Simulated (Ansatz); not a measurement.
Input of an Ansatz 0.2.0 run:

Contents of input.yaml:

```yaml
crystal:
  lattice:
    - [2.9916, 0.0, 0.0]
    - [0.0, 2.9916, 0.0]
    - [0.0, 0.0, 2.9916]
  atoms:
    - { symbol: Ru, position: [0.5, 0.5, 0.5] }
    - { symbol: Al, position: [0.0, 0.0, 0.0] }
hamiltonian:
  xc: r2scan
  pseudopotentials: { kind: paw }
kpoints:
  mp_grid: { grid: [9, 9, 9] }
scf:
  occupations: { method: fermi_dirac, width: 0.05 }
output:
  forces: true
  stress: true
  eigenvalues: true
  write_density: true
  write_potential: true
  elf: true
  volumetric_format: npy
relax:
  f_tol: 0.01
  max_steps: 40
  cell: { stress_tol: 0.05 }
```

Potentials or basis: Ansatz PAW.

Launch:

```bash
$ ansatz run input.yaml --threads 2 --pin off --max-ram 5632MiB --backend cpu --events-out ev --progress --plain --runs-dir out
```

(1) Predict the space group after relaxing (to 0.05 Å).

(2) Estimate the relaxed cell.

(3) What does it give for the relaxed volume?

(4) What does it give for the band gap on the k mesh?

Answers

(1) Pm-3m (No. 221).

(2) a = 2.982 Å, b = 2.982 Å, c = 2.982 Å, α = 90.00°, β = 90.00°, γ = 90.00°.

(3) 13.26 Å³/atom.

(4) none (metal or under the smearing width).

Caveat: the PAW data sets come from PBE, with cores solved anew for the run's functional, which leaves a small shift of forces and pressure.
